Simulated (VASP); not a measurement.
Set up this calculation in VASP 6.6.1, as the native input.

```
Task                   : relaxation of cell and atoms
Functional             : PBE
Potentials or basis    : VASP PAW PBE potentials, release 64 (Ni)
Cutoff                 : 600 eV
k mesh                 : 18 × 18 × 18
Occupations            : methfessel-paxton, width 0.1 eV
Spin                   : collinear spin, ferromagnetic start
Starting moments       : [0.8] μB
Further INCAR settings : ALGO = Normal; EDIFF = 1e-06; AMIX = 0.2; BMIX = 0.0001; IBRION = 2; EDIFFG = -0.01; NSW = 90; ISIF = 3
```

The structure of Ni lies in POSCAR:

```
Ni
1.0
    0.0000000000      1.7619350000      1.7619350000
    1.7619350000      0.0000000000      1.7619350000
    1.7619350000      1.7619350000      0.0000000000
Ni
1
Direct
    0.0000000000      0.0000000000      0.0000000000
```

One way to write it, as run:

INCAR

```
SYSTEM = Ni
  PREC = Accurate
  ENCUT = 600
  EDIFF = 1E-6
  ISMEAR = 1
  SIGMA = 0.1
  LREAL = .False.
  LASPH = .True.
  NELM = 150
  ALGO = Normal
  ISIF = 3
  LWAVE = .False.
  LCHARG = .False.
  ISPIN = 2
  MAGMOM = 0.8
  LORBIT = 11
  LMAXMIX = 4
  GGA = PE
  IBRION = 2
  NSW = 90
  EDIFFG = -0.01
  AMIX = 0.2
  BMIX = 1E-4
  AMIX_MAG = 0.8
  BMIX_MAG = 1E-4
```

KPOINTS

```
regular mesh
0
Gamma
  18 18 18
  0 0 0
```

Potentials or basis: VASP PAW PBE potentials, release 64 (Ni).

Launch:

```bash
$ cat potpaw_PBE.64/Ni/POTCAR > POTCAR
$ mpirun -np 1 vasp_std > vasp.out
```

Results of the run:

```
Relaxed volume                                        : 10.86 Å³/atom
Relaxed cell                                          : a = 2.486 Å, b = 2.486 Å, c = 2.486 Å, α = 60.00°, β = 60.00°, γ = 60.00°
Space group after relaxing (to 0.05 Å)                : Fm-3m (No. 225)
Energy gained by relaxing                             : 0.3 meV/atom
Ionic steps                                           : 2
Pressure after relaxing                               : -0.1 GPa
Band gap on the k mesh                                : none (metal or under the smearing width)
Net moment                                            : 0.62 μB per cell
Site moments                                          : Ni +0.63 μB
Valence electrons inside the program's atomic spheres : Ni 9.31
```

It took 33 s on 1 thread of Intel(R) Xeon(R) Platinum 8488C (Sapphire Rapids), with other jobs on the host, peak memory 0.16 GiB.
